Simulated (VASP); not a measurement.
All values below come from LDA (Ceperley-Alder, Perdew-Zunger), VASP's LDA PAW potentials (set 64) (plane waves; VASP).

A VASP calculation is set up with these files.

**POSCAR**
```
Sb2Te3
1
    9.9417050879    -2.1238766174    -0.0310581088
    9.9417050879     2.1238766174    -0.0310581088
    9.4993843337     0.0000000000     3.6209148291
Sb Te
2 3
Direct
  0.3988565507   0.3988565507   0.3988565507
  0.6011434493   0.6011434493   0.6011434493
  0.0000000000   0.0000000000   1.0000000000
  0.2102437505   0.2102437505   0.2102437505
  0.7897562495   0.7897562495   0.7897562495
```

**KPOINTS**
```
Automatic mesh
0
Gamma
7 7 7
0 0 0
```

**INCAR**
```
LEFG = .TRUE.
SYSTEM = Sb2Te3
ALGO = Normal
ISIF = 2   # forces and stress, cell fixed
NELM = 100
LORBIT = 11
PREC = Accurate
ENCUT = 520   # plane-wave cut-off (eV)
EDIFF = 1E-7   # SCF stop (eV)
LWAVE = .FALSE.
NEDOS = 601   # DOS grid
LASPH = .TRUE.   # aspherical one-centre terms
LMAXMIX = 4   # l cut-off of mixed one-centre charges
LCHARG = .TRUE.
LREAL = .FALSE.   # projection in real space or not
ISMEAR = -5
```

POTCAR, in this order: Sb Te (LDA.64 set). Program: vasp_std.

Output

OUTCAR:
```
 ion  position               nearest neighbor table
   1  0.399  0.399  0.399-   5 2.99   5 2.99   5 2.99   3 3.13   3 3.13   3 3.13
   2  0.601  0.601  0.601-   4 2.99   4 2.99   4 2.99   3 3.13   3 3.13   3 3.13
   3  0.000  0.000  0.000-   2 3.13   1 3.13   2 3.13   2 3.13   1 3.13   1 3.13
   4  0.210  0.210  0.210-   2 2.99   2 2.99   2 2.99   5 3.56   5 3.56   5 3.56
   5  0.790  0.790  0.790-   1 2.99   1 2.99   1 2.99   4 3.56   4 3.56   4 3.56
  LATTYP: Found a trigonal (rhomboedric) cell.
 ALAT       =    10.1660865896
 COS(alpha) =     0.9127066915
 Subroutine PRICEL returns:
 Original cell was already a primitive cell.
 Subroutine GETGRP returns: Found 12 space group operations
The static configuration has the point symmetry D_3d.
The dynamic configuration has the point symmetry D_3d.
 Subroutine INISYM returns: Found 12 space group operations
 Subroutine IBZKPT returns following result:
 Found     44 irreducible k-points:

 Following reciprocal coordinates:
            Coordinates               Weight
  0.000000  0.000000  0.000000      1.000000
  0.142857  0.000000  0.000000      6.000000
  0.285714  0.000000  0.000000      6.000000
  0.428571  0.000000  0.000000      6.000000
  0.142857  0.142857  0.000000      6.000000
  0.285714  0.142857  0.000000     12.000000
  0.428571  0.142857  0.000000     12.000000
 -0.428571  0.142857  0.000000     12.000000
 -0.285714  0.142857 -0.000000     12.000000
 -0.142857  0.142857  0.000000      6.000000
  0.285714  0.285714  0.000000      6.000000
  0.428571  0.285714 -0.000000     12.000000
 -0.428571  0.285714  0.000000     12.000000
 -0.285714  0.285714  0.000000      6.000000
  0.428571  0.428571  0.000000      6.000000
 -0.428571  0.428571  0.000000      6.000000
  0.142857  0.142857  0.142857      2.000000
  0.285714  0.142857  0.142857      6.000000
  0.428571  0.142857  0.142857      6.000000
 -0.428571  0.142857  0.142857      6.000000
 -0.285714  0.142857  0.142857      6.000000
 -0.142857  0.142857  0.142857      6.000000
  0.285714  0.285714  0.142857      6.000000
  0.428571  0.285714  0.142857     12.000000
 -0.428571  0.285714  0.142857     12.000000
 -0.285714  0.285714  0.142857     12.000000
 -0.142857  0.285714  0.142857     12.000000
  0.428571  0.428571  0.142857      6.000000
 -0.428571  0.428571  0.142857     12.000000
 -0.285714  0.428571  0.142857     12.000000
 -0.142857  0.428571  0.142857     12.000000
 -0.428571 -0.428571  0.142857      6.000000
 -0.285714 -0.428571  0.142857     12.000000
 -0.285714 -0.285714  0.142857      6.000000
  0.285714  0.285714  0.285714      2.000000
  0.428571  0.285714  0.285714      6.000000
 -0.428571  0.285714  0.285714      6.000000
 -0.285714  0.285714  0.285714      6.000000
  0.428571  0.428571  0.285714      6.000000
 -0.428571  0.428571  0.285714     12.000000
   k-points           NKPTS =     44   k-points in BZ     NKDIM =     44   number of bands    NBANDS=     18
   number of dos      NEDOS =    601   number of ions     NIONS =      5
   total plane-waves  NPLWV = 512000
   dimension x,y,z NGX =    80 NGY =   80 NGZ =   80
   dimension x,y,z NGXF=   160 NGYF=  160 NGZF=  160
   ions per type =               2   3
   PREC   = accura    normal or accurate (medium, high low for compatibility)
   ISTART =      0    job   : 0-new  1-cont  2-samecut
   ICHARG =      2    charge: 1-file 2-atom 10-const
   ISPIN  =      1    spin polarized calculation?
   LNONCOLLINEAR =      F non collinear calculations
   LSORBIT =      F    spin-orbit coupling
   INIWAV =      1    electr: 0-lowe 1-rand  2-diag
   ENCUT  =  520.0 eV  38.22 Ry    6.18 a.u.  18.90 18.90 18.90*2*pi/ulx,y,z
   NELM   =    100;   NELMIN=  2; NELMDL= -5     # of ELM steps
...
```

File OSZICAR:
```
       N       E                     dE             d eps       ncg     rms          rms(c)
DAV:   1     0.146878519390E+03    0.14688E+03   -0.99155E+03  1584   0.124E+03
DAV:   2    -0.985362625255E+01   -0.15673E+03   -0.15443E+03  2124   0.191E+02
DAV:   3    -0.214373599594E+02   -0.11584E+02   -0.11428E+02  1878   0.577E+01
DAV:   4    -0.217630663913E+02   -0.32571E+00   -0.32366E+00  2262   0.974E+00
DAV:   5    -0.217692492332E+02   -0.61828E-02   -0.61788E-02  2132   0.139E+00    0.100E+01
DAV:   6    -0.216475293630E+02    0.12172E+00   -0.33676E-01  1894   0.245E+00    0.680E+00
DAV:   7    -0.216407402019E+02    0.67892E-02   -0.15678E-01  2044   0.195E+00    0.992E-01
DAV:   8    -0.216354687159E+02    0.52715E-02   -0.31922E-02  2104   0.106E+00    0.460E-01
DAV:   9    -0.216353319091E+02    0.13681E-03   -0.46927E-03  1842   0.324E-01    0.292E-01
DAV:  10    -0.216353427773E+02   -0.10868E-04   -0.40181E-04  1834   0.123E-01    0.101E-01
DAV:  11    -0.216353175629E+02    0.25214E-04   -0.14471E-04  2120   0.682E-02    0.215E-02
DAV:  12    -0.216353203684E+02   -0.28055E-05   -0.34805E-05  2346   0.306E-02    0.192E-02
DAV:  13    -0.216353208812E+02   -0.51280E-06   -0.20210E-06  2016   0.821E-03    0.114E-02
DAV:  14    -0.216353203584E+02    0.52282E-06   -0.13371E-06  2174   0.646E-03    0.602E-03
DAV:  15    -0.216353203444E+02    0.13916E-07   -0.30378E-07  1574   0.261E-03
   1 F= -.21635320E+02 E0= -.21635320E+02  d E =0.000000E+00
```

File OUTCAR:
```
------------------------ aborting loop because EDIFF is reached ----------------------------------------
  FORCE on cell =-STRESS in cart. coord.  units (eV):
  Direction    XX          YY          ZZ          XY          YZ          ZX
  --------------------------------------------------------------------------------------
  Total       -0.0130849      0.0695046      0.0682931      0.0000000      0.0000000     -0.0100031
  in kB       -0.1359866      0.7223390      0.7097476      0.0000000      0.0000000     -0.1039590
  external PRESSURE =       0.4320333 kB  Pullay stress =       0.0000000 kB
  volume of cell :      154.16
      direct lattice vectors                 reciprocal lattice vectors
     9.941705088 -2.123876617 -0.031058109     0.049884342 -0.235418572 -0.130870389
     9.941705088  2.123876617 -0.031058109     0.049884342  0.235418572 -0.130870389
     9.499384334  0.000000000  3.620914829     0.000855758  0.000000000  0.273928240
 POSITION                                       TOTAL-FORCE (eV/Angst)
 -----------------------------------------------------------------------------------
     11.71952      0.00000      1.41945         0.013994      0.000000      0.001695
     17.66327      0.00000      2.13935        -0.013994      0.000000     -0.001695
      0.00000      0.00000      0.00000         0.000000      0.000000     -0.000000
      6.17755      0.00000      0.74822        -0.028064      0.000000     -0.003399
     23.20525      0.00000      2.81058         0.028064      0.000000      0.003399
 -----------------------------------------------------------------------------------
    total drift:                               -0.000000     -0.000000     -0.000000
  FREE ENERGIE OF THE ION-ELECTRON SYSTEM (eV)
  ---------------------------------------------------
  free  energy   TOTEN  =       -21.6353203444 eV

  energy  without entropy=      -21.6353203444  energy(sigma->0) =      -21.63532034

 total charge

# of ion       s       p       d       tot
------------------------------------------
    1        1.297   1.001   0.056   2.355
    2        1.297   1.001   0.056   2.355
    3        1.402   1.951   0.038   3.391
    4        1.419   1.899   0.035   3.353
    5        1.419   1.899   0.035   3.353
--------------------------------------------------
tot          6.835   7.751   0.220  14.806

 Electric field gradients after diagonalization (V/A^2)
 (convention: |V_zz| > |V_xx| > |V_yy|)
----------------------------------------------------------------------
 ion       V_xx      V_yy      V_zz     asymmetry (V_yy - V_xx)/ V_zz
----------------------------------------------------------------------
   1      -1.625    -1.625     3.249       0.000
   2      -1.625    -1.625     3.249       0.000
   3     -47.421   -47.421    94.842       0.000
   4      -6.789    -6.789    13.578       0.000
   5      -6.789    -6.789    13.578       0.000
```
(Selected blocks of OUTCAR.)

OUTCAR:
```
 val. band max:        6.9922031698   @ k =   0.0000   0.0000   0.0000

 cond. band min:       7.1523432885   @ k =   0.0000   0.0000   0.0000


 Fermi energy:         7.0126432431

 k-point     1 :       0.0000    0.0000    0.0000
  band No.  band energies     occupation
      1      -6.5834      2.00000
      2      -5.5936      2.00000
      3      -5.0528      2.00000
      4      -1.4510      2.00000
      5      -0.6569      2.00000
      6       4.5997      2.00000
      7       4.7980      2.00000
      8       4.8255      2.00000
      9       4.8255      2.00000
     10       4.8935      2.00000
     11       4.8935      2.00000
     12       5.7517      2.00000
     13       5.7517      2.00000
     14       6.9922      2.00000
     15       7.1523      0.00000
     16       7.1641      0.00000
     17       7.1641      0.00000
     18       8.7636      0.00000

 k-point     2 :       0.1429    0.0000    0.0000
  band No.  band energies     occupation
      1      -6.3910      2.00000
      2      -5.4440      2.00000
      3      -4.9037      2.00000
      4      -1.5720      2.00000
      5      -0.7893      2.00000
      6       3.3293      2.00000
      7       3.5285      2.00000
      8       4.1783      2.00000
      9       4.1793      2.00000
     10       4.8904      2.00000
     11       5.5271      2.00000
     12       5.6473      2.00000
     13       5.7095      2.00000
     14       6.2873      2.00000
     15       7.9829      0.00000
     16       7.9879      0.00000
     17       8.1068      0.00000
     18       8.6900      0.00000

 k-point     3 :       0.2857    0.0000    0.0000
  band No.  band energies     occupation
      1      -5.8320      2.00000
      2      -5.0555      2.00000
      3      -4.5122      2.00000
      4      -2.1104      2.00000
      5      -1.2753      2.00000
      6       2.0732      2.00000
      7       2.7291      2.00000
      8       3.0754      2.00000
      9       3.5985      2.00000
...
```

Unless said otherwise, spin-orbit coupling is left out, though it shifts the bands of the heavy elements here.

The compound is Sb2Te3 in the tetradymite structure. It was relaxed first.
